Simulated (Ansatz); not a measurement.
Results of PBE in Ansatz (PAW) for rock-salt NaBr.

Numerical settings: plane-wave cutoff 500 eV, 6×6×1 k mesh (along the axes of the cell as run), gaussian smearing 0.02 eV, scalar-relativistic PAW data made under PBE.

Q: Estimate the surface energy of the (110) face and ionisation potential of the slab that the calculation returns.

A: 
surface energy of the (110) face: 0.26 J/m²
ionisation potential of the slab: 6.00 eV

The slab of 16 atoms is relaxed and unreconstructed.

Static lattice: no zero-point or thermal effects.

Cost on a shared machine: very roughly 9 core-minutes.

Ansatz is a program for electronic structure.
